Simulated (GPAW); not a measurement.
# Ti (P6_3/mmc) in GPAW: a series of runs

The runs below take Ti through relaxation of cell and atoms, with PBE+D3, revPBE.

Program: GPAW 26.7.0. These are calculated values, not measurements. Logs are shortened: lines on timing, memory, paths and dates and some standing lists are left out, and cuts for length are marked. The log counts tension as positive stress, the text compression.

## Step 1: The structure

Symmetry: P6_3/mmc, No. 194, hexagonal system. The conventional cell has a = 2.950 Å, b = 2.950 Å, c = 4.680 Å, α = 90.00°, β = 90.00°, γ = 120.00°. Ti (site symmetry -6m2) is surrounded by 12 Ti at 2.89 to 2.95 Å.

## Step 2: Relaxation of cell and atoms, PBE+D3

File run.py:

```python
from ase.calculators.mixing import SumCalculator
from ase.filters import FrechetCellFilter
from ase.io import read, write
from ase.optimize import FIRE
from dftd3.ase import DFTD3
from gpaw import GPAW, PW

atoms = read('Ti.xyz')

calc = GPAW(mode=PW(600),
            xc='PBE',
            kpts={'size': (7, 7, 4), 'gamma': True},
            occupations={'name': 'fermi-dirac', 'width': 0.05},
            nbands=24,
            convergence={'density': 1e-05, 'energy': 1e-05},
            maxiter=150,
            txt='gpaw.txt')
atoms.calc = SumCalculator([calc, DFTD3(method='pbe', damping='d3zero')])
opt = FIRE(FrechetCellFilter(atoms), trajectory='relax.traj', logfile='-')
done = opt.run(fmax=0.01, steps=40)
calc.write('gs.gpw')
write('result.traj', atoms)
print('Converged:', done)
print('Cell:', atoms.cell.cellpar().round(4))
print('Volume:', round(atoms.get_volume(), 4))
print(atoms.get_scaled_positions().round(5))
```

File Ti.xyz:

```xyz
2
Lattice="2.9500000000 0.0000000000 0.0000000000 -1.4750000000 2.5547749412 0.0000000000 0.0000000000 0.0000000000 4.6800000000" Properties=species:S:1:pos:R:3 pbc="T T T"
Ti     1.4750000001      0.8515916470      3.5100000000
Ti    -0.0000000001      1.7031832942      1.1700000000
```

Potentials or basis: GPAW PAW data sets (gpaw-data 1.2.1), pw.

The run is started by

```
$ OMP_NUM_THREADS=1 python run.py
```

gpaw.txt:

```text
__  _  _
 | _ |_)|_||  |
 |__||  | ||/\| - 26.7.0

Input parameters:
  mode=PW(ecut=600.0),
  convergence={'density': 1e-05, 'energy': 1e-05},
  kpts=MonkhorstPack(size=(7, 7, 4), gamma=True),
  maxiter=150,
  nbands=24,
  occupations=Occupations(name='fermi-dirac', width=0.05),
  xc=XC(name='PBE')

Diagonalizing LCAO Hamiltonian
Converting LCAO to pw mode

          Ti

        Ti

Atoms  # Å, Bohr magnetons
|   | symbol |         x |        y |        z |    initial magnetic moments |
|---|--------|-----------|----------|----------|-----------------------------|
| 0 |     Ti |  1.475000 | 0.851592 | 3.510000 | ( 0.0000,  0.0000,  0.0000) |
| 1 |     Ti | -0.000000 | 1.703183 | 1.170000 | ( 0.0000,  0.0000,  0.0000) |

Unit cell  # Å
| periodic |         x |        y |        z |  lengths |     angles |
|----------|-----------|----------|----------|----------|------------|
|      yes |  2.950000 | 0.000000 | 0.000000 | 2.950000 |  90.000000 |
|      yes | -1.475000 | 2.554775 | 0.000000 | 2.950000 |  90.000000 |
|      yes |  0.000000 | 0.000000 | 4.680000 | 4.680000 | 120.000000 |

Number of symmetries: 12
Symmetry operations  # r_c * U_cc + t_c -> r_c
|    | kind |            matrix            |
|----|------|------------------------------|
|  0 |  σ   |  1, 1, 0,  0,-1, 0,  0, 0, 1 |
|  1 |  S6  |  1, 1, 0, -1, 0, 0,  0, 0,-1 |
|  2 |  E   |  1, 0, 0,  0, 1, 0,  0, 0, 1 |
|  3 |  C2  |  1, 0, 0, -1,-1, 0,  0, 0,-1 |
|  4 |  C2  |  0, 1, 0,  1, 0, 0,  0, 0,-1 |
|  5 |  C3  |  0, 1, 0, -1,-1, 0,  0, 0, 1 |
|  6 |  S6  |  0,-1, 0,  1, 1, 0,  0, 0,-1 |
|  7 |  σ   |  0,-1, 0, -1, 0, 0,  0, 0, 1 |
|  8 |  σ   | -1, 0, 0,  1, 1, 0,  0, 0, 1 |
|  9 |  i   | -1, 0, 0,  0,-1, 0,  0, 0,-1 |
| 10 |  C3  | -1,-1, 0,  1, 0, 0,  0, 0, 1 |
| 11 |  C2  | -1,-1, 0,  0, 1, 0,  0, 0,-1 |
[... 145 lines left out ...]
|          2 |       -25.067 |     2.000 |
|          3 |       -24.467 |     2.000 |
|          4 |       -24.467 |     2.000 |
|          5 |       -24.394 |     2.000 |
|          6 |       -24.372 |     2.000 |
|          7 |       -24.372 |     2.000 |
[... 8 lines left out ...]
|         16 |         9.982 |     0.000 |
|         17 |         9.982 |     0.000 |
|        ... |               |           |
|         23 |        25.644 |     0.000 |

No gap
No difference between direct/indirect transitions

Stress tensor  # eV/Ang^3
|         x |         y |        z |
|-----------|-----------|----------|
|  0.014142 | -0.000000 | 0.000000 |
| -0.000000 |  0.014142 | 0.000000 |
|  0.000000 |  0.000000 | 0.009122 |

Forces  # eV/Ang
|       x |       y |        z |
|---------|---------|----------|
| 0.00000 | 0.00000 | -0.00004 |  # Ti   0
| 0.00000 | 0.00000 |  0.00004 |  # Ti   1

Interpolating wave functions to new cell

          Ti

        Ti

Atoms  # Å, Bohr magnetons
|   | symbol |         x |        y |        z |    initial magnetic moments |
|---|--------|-----------|----------|----------|-----------------------------|
| 0 |     Ti |  1.469307 | 0.848305 | 3.497643 | ( 0.0000,  0.0000,  0.0000) |
| 1 |     Ti | -0.000000 | 1.696609 | 1.165882 | ( 0.0000,  0.0000,  0.0000) |

Unit cell  # Å
| periodic |         x |         y |         z |  lengths |     angles |
|----------|-----------|-----------|-----------|----------|------------|
|      yes |  2.938614 | -0.000000 | -0.000000 | 2.938614 |  90.000000 |
|      yes | -1.469307 |  2.544914 |  0.000000 | 2.938614 |  90.000000 |
|      yes | -0.000000 |  0.000000 |  4.663525 | 4.663525 | 120.000000 |
[... 818 lines left out ...]
No gap
No difference between direct/indirect transitions

Stress tensor  # eV/Ang^3
|         x |         y |         z |
|-----------|-----------|-----------|
| -0.052750 | -0.000000 | -0.000000 |
| -0.000000 | -0.052750 |  0.000000 |
| -0.000000 |  0.000000 | -0.055822 |

Forces  # eV/Ang
|       x |        y |        z |
|---------|----------|----------|
| 0.00000 |  0.00000 |  0.00036 |  # Ti   0
| 0.00000 | -0.00000 | -0.00036 |  # Ti   1

Interpolating wave functions to new cell

          Ti

        Ti

Atoms  # Å, Bohr magnetons
|   | symbol |         x |        y |        z |    initial magnetic moments |
|---|--------|-----------|----------|----------|-----------------------------|
| 0 |     Ti |  1.432355 | 0.826970 | 3.423654 | ( 0.0000,  0.0000,  0.0000) |
| 1 |     Ti | -0.000000 | 1.653941 | 1.141206 | ( 0.0000,  0.0000,  0.0000) |

Unit cell  # Å
| periodic |         x |         y |         z |  lengths |     angles |
|----------|-----------|-----------|-----------|----------|------------|
|      yes |  2.864709 | -0.000000 | -0.000000 | 2.864709 |  90.000000 |
|      yes | -1.432355 |  2.480911 |  0.000000 | 2.864709 |  90.000000 |
|      yes | -0.000000 |  0.000000 |  4.564860 | 4.564860 | 120.000000 |
[... 812 lines left out ...]
No gap
No difference between direct/indirect transitions

Stress tensor  # eV/Ang^3
|         x |         y |         z |
|-----------|-----------|-----------|
| -0.044117 | -0.000000 | -0.000000 |
| -0.000000 | -0.044117 |  0.000000 |
| -0.000000 |  0.000000 | -0.046668 |

Forces  # eV/Ang
|       x |        y |        z |
|---------|----------|----------|
| 0.00000 |  0.00000 | -0.00007 |  # Ti   0
| 0.00000 | -0.00000 |  0.00007 |  # Ti   1

Interpolating wave functions to new cell

          Ti

        Ti

Atoms  # Å, Bohr magnetons
|   | symbol |         x |        y |        z |    initial magnetic moments |
|---|--------|-----------|----------|----------|-----------------------------|
| 0 |     Ti |  1.438287 | 0.830395 | 3.440696 | ( 0.0000,  0.0000,  0.0000) |
| 1 |     Ti | -0.000000 | 1.660790 | 1.146885 | ( 0.0000,  0.0000,  0.0000) |

Unit cell  # Å
| periodic |         x |         y |         z |  lengths |     angles |
|----------|-----------|-----------|-----------|----------|------------|
|      yes |  2.876573 | -0.000000 | -0.000000 | 2.876573 |  90.000000 |
|      yes | -1.438287 |  2.491185 |  0.000000 | 2.876573 |  90.000000 |
|      yes | -0.000000 |  0.000000 |  4.587581 | 4.587581 | 120.000000 |
[... 812 lines left out ...]
No gap
No difference between direct/indirect transitions

Stress tensor  # eV/Ang^3
|         x |         y |         z |
|-----------|-----------|-----------|
| -0.032551 | -0.000000 | -0.000000 |
| -0.000000 | -0.032551 |  0.000000 |
| -0.000000 |  0.000000 | -0.034110 |

Forces  # eV/Ang
|       x |        y |        z |
|---------|----------|----------|
| 0.00000 |  0.00000 | -0.00004 |  # Ti   0
| 0.00000 | -0.00000 |  0.00004 |  # Ti   1

Interpolating wave functions to new cell

          Ti

        Ti

Atoms  # Å, Bohr magnetons
|   | symbol |         x |        y |        z |    initial magnetic moments |
|---|--------|-----------|----------|----------|-----------------------------|
| 0 |     Ti |  1.442478 | 0.832815 | 3.453572 | ( 0.0000,  0.0000,  0.0000) |
| 1 |     Ti | -0.000000 | 1.665630 | 1.151179 | ( 0.0000,  0.0000,  0.0000) |

Unit cell  # Å
| periodic |         x |         y |         z |  lengths |     angles |
|----------|-----------|-----------|-----------|----------|------------|
|      yes |  2.884956 | -0.000000 | -0.000000 | 2.884956 |  90.000000 |
|      yes | -1.442478 |  2.498445 |  0.000000 | 2.884956 |  90.000000 |
|      yes | -0.000000 |  0.000000 |  4.604751 | 4.604751 | 120.000000 |
[... 386 lines left out ...]
No gap
No difference between direct/indirect transitions

Stress tensor  # eV/Ang^3
|         x |         y |         z |
|-----------|-----------|-----------|
| -0.032637 | -0.000000 | -0.000000 |
| -0.000000 | -0.032637 |  0.000000 |
| -0.000000 |  0.000000 | -0.034175 |

Forces  # eV/Ang
|       x |        y |        z |
|---------|----------|----------|
| 0.00000 | -0.00000 | -0.00004 |  # Ti   0
| 0.00000 |  0.00000 |  0.00004 |  # Ti   1

Interpolating wave functions to new cell

          Ti

        Ti

Atoms  # Å, Bohr magnetons
|   | symbol |         x |        y |        z |    initial magnetic moments |
|---|--------|-----------|----------|----------|-----------------------------|
| 0 |     Ti |  1.442393 | 0.832766 | 3.453520 | ( 0.0000,  0.0000,  0.0000) |
| 1 |     Ti | -0.000000 | 1.665532 | 1.151162 | ( 0.0000,  0.0000,  0.0000) |

Unit cell  # Å
| periodic |         x |         y |         z |  lengths |     angles |
|----------|-----------|-----------|-----------|----------|------------|
|      yes |  2.884787 | -0.000000 | -0.000000 | 2.884787 |  90.000000 |
|      yes | -1.442393 |  2.498299 |  0.000000 | 2.884787 |  90.000000 |
|      yes | -0.000000 |  0.000000 |  4.604682 | 4.604682 | 120.000000 |
[... 1227 lines left out ...]
No gap
No difference between direct/indirect transitions

Stress tensor  # eV/Ang^3
|         x |         y |         z |
|-----------|-----------|-----------|
| -0.033305 | -0.000000 | -0.000000 |
| -0.000000 | -0.033305 |  0.000000 |
| -0.000000 |  0.000000 | -0.034653 |

Forces  # eV/Ang
|       x |        y |        z |
|---------|----------|----------|
| 0.00000 | -0.00000 | -0.00007 |  # Ti   0
| 0.00000 | -0.00000 |  0.00007 |  # Ti   1

Interpolating wave functions to new cell

          Ti

        Ti

Atoms  # Å, Bohr magnetons
|   | symbol |         x |        y |        z |    initial magnetic moments |
|---|--------|-----------|----------|----------|-----------------------------|
| 0 |     Ti |  1.441821 | 0.832436 | 3.453269 | ( 0.0000,  0.0000,  0.0000) |
| 1 |     Ti | -0.000000 | 1.664871 | 1.151080 | ( 0.0000,  0.0000,  0.0000) |

Unit cell  # Å
| periodic |         x |         y |         z |  lengths |     angles |
|----------|-----------|-----------|-----------|----------|------------|
|      yes |  2.883641 | -0.000000 | -0.000000 | 2.883641 |  90.000000 |
|      yes | -1.441821 |  2.497307 |  0.000000 | 2.883641 |  90.000000 |
|      yes | -0.000000 |  0.000000 |  4.604350 | 4.604350 | 120.000000 |
[... 391 lines left out ...]
Stress tensor  # eV/Ang^3
|         x |         y |         z |
|-----------|-----------|-----------|
| -0.033736 | -0.000000 | -0.000000 |
| -0.000000 | -0.033736 |  0.000000 |
| -0.000000 |  0.000000 | -0.034936 |

Forces  # eV/Ang
|        x |        y |        z |
|----------|----------|----------|
| -0.00000 |  0.00000 | -0.00008 |  # Ti   0
|  0.00000 | -0.00000 |  0.00008 |  # Ti   1

# Writing to gs.gpw (mode='')
```

It took 3.7 min on 1 thread of Arm Neoverse V1, shared host; peak memory 0.35 GiB.

What came out:

* Free energy: -14.2737 eV
* Relaxed volume: 16.57 Å³/atom
* Relaxed cell: a = 2.883 Å, b = 2.883 Å, c = 4.604 Å, α = 90.00°, β = 90.00°, γ = 120.00°
* Space group after relaxing (to 0.05 Å): P6_3/mmc (No. 194)
* Energy gained by relaxing: 17.8 meV/atom
* Ionic steps: 23
* Pressure after relaxing: 0.0 GPa
* Band gap on the k mesh: none (metal or under the smearing width)
* Dispersion energy per atom: -0.477 eV

Step by step:
```
step  energy change (eV)  largest force (eV/Å)  pressure (GPa)  volume (Å³)
   1              0.0000                0.0000           -6.82        35.27
   2             -0.0128                0.0001           -5.70        34.88
   3             -0.0292                0.0000           -3.52        34.17
   4             -0.0355                0.0001           -0.52        33.28
   5             -0.0240                0.0004            2.82        32.41
   6             -0.0250                0.0001            2.68        32.44
   7             -0.0265                0.0001            2.41        32.51
   8             -0.0285                0.0001            2.02        32.61
   9             -0.0307                0.0001            1.54        32.73
  10             -0.0329                0.0001            0.99        32.87
  11             -0.0346                0.0000            0.40        33.03
  12             -0.0357                0.0000           -0.20        33.19
  13             -0.0357                0.0000           -0.20        33.19
  14             -0.0357                0.0000           -0.19        33.19
  15             -0.0357                0.0000           -0.18        33.19
  16             -0.0356                0.0000           -0.18        33.19
  17             -0.0356                0.0000           -0.16        33.18
  18             -0.0357                0.0000           -0.15        33.18
  19             -0.0357                0.0000           -0.14        33.18
  20             -0.0356                0.0000           -0.12        33.17
  21             -0.0356                0.0001           -0.10        33.16
  22             -0.0356                0.0001           -0.07        33.16
  23             -0.0355                0.0001           -0.04        33.15
```

Final structure:
```
Ti
1.0
     2.88330    0.00000    0.00000
    -1.44165    2.49701    0.00000
     0.00000    0.00000    4.60431
Ti
2
Direct
  0.66667 0.33333 0.75000
  0.33333 0.66667 0.25000
```

Levels at points of the mesh, in eV from the Fermi level:
```
           k point  band 9  band 10  band 11  band 12  band 13  band 14  band 15  band 16
(0.00, 0.00, 0.00)   -6.34    -2.86     0.75     0.75     0.75     0.82     1.27     1.27
(0.00, 0.00, 0.50)   -4.45    -4.45    -0.01    -0.01     0.66     0.66     0.66     0.66
```

Caveat: later steps reuse the first step's grids; pairwise dispersion overbinds metals, which lowers pressure and volume.

## Step 3: Relaxation of cell and atoms, revPBE, target pressure 2 GPa, at which the enthalpy is minimised

File run.py:

```python
from ase import Atoms
from ase.filters import FrechetCellFilter
from ase.io import write
from ase.optimize import LBFGS
from ase.units import GPa
from gpaw import GPAW, PW

atoms = Atoms(['Ti', 'Ti'],
              cell=[[2.95, 0.0, 0.0],
                    [-1.475, 2.5547749412, 0.0],
                    [0.0, 0.0, 4.68]],
              scaled_positions=[[0.6666666667, 0.3333333333, 0.75],
                                [0.3333333333, 0.6666666667, 0.25]],
              pbc=True)

calc = GPAW(mode=PW(600),
            xc='revPBE',
            kpts={'size': (7, 7, 4), 'gamma': True},
            occupations={'name': 'fermi-dirac', 'width': 0.05},
            nbands=24,
            convergence={'density': 1e-06, 'energy': 1e-06, 'eigenstates': 1e-10},
            maxiter=150,
            txt='gpaw.txt')
atoms.calc = calc
opt = LBFGS(FrechetCellFilter(atoms, scalar_pressure=2 * GPa), trajectory='relax.traj', logfile='-')
done = opt.run(fmax=0.02, steps=40)
calc.write('gs.gpw')
write('result.traj', atoms)
print('Converged:', done)
print('Cell:', atoms.cell.cellpar().round(4))
print('Volume:', round(atoms.get_volume(), 4))
print(atoms.get_scaled_positions().round(5))
```

Potentials or basis: the program's PAW data sets (release 1.2.1) made for this functional, pw.

The run is started by

```
$ OMP_NUM_THREADS=1 python run.py
```

Run time: 76 s. Hardware: 1 thread of Arm Neoverse V1, shared host; peak memory 0.2 GiB.

The run converged. Its results:

- Free energy: -12.7022 eV
- Relaxed volume: 17.37 Å³/atom
- Relaxed cell: a = 2.928 Å, b = 2.928 Å, c = 4.681 Å, α = 90.00°, β = 90.00°, γ = 120.00°
- Space group after relaxing (to 0.05 Å): P6_3/mmc (No. 194)
- Energy change on relaxing (the enthalpy is what falls): +3.1 meV/atom
- Ionic steps: 5
- Pressure after relaxing: 2.0 GPa
- Band gap on the k mesh: none (metal or under the smearing width)

The path:
| step | energy change (eV) | largest force (eV/Å) | pressure (GPa) | volume (Å³) |
| --- | --- | --- | --- | --- |
| 1 | 0.0000 | 0.0000 | 0.29 | 35.27 |
| 2 | 0.0014 | 0.0000 | 0.74 | 35.13 |
| 3 | 0.0070 | 0.0000 | 2.08 | 34.72 |
| 4 | 0.0069 | 0.0000 | 2.07 | 34.72 |
| 5 | 0.0062 | 0.0000 | 2.00 | 34.74 |

Final structure:
```yaml
crystal:
  lattice:
    - [2.92756, 0.00000, 0.00000]
    - [-1.46378, 2.53534, 0.00000]
    - [0.00000, 0.00000, 4.68099]
  atoms:
    - { symbol: Ti, position: [0.66667, 0.33333, 0.75000] }
    - { symbol: Ti, position: [0.33333, 0.66667, 0.25000] }
```

Levels at points of the mesh, in eV from the Fermi level:
```
           k point  band 10  band 11  band 12  band 13  band 14  band 15
(0.00, 0.00, 0.00)    -2.74     0.59     0.74     0.74     0.79     1.22
(0.00, 0.00, 0.50)    -4.42     0.00     0.00     0.66     0.66     0.66
```

Caveat: later steps reuse the first step's grids.
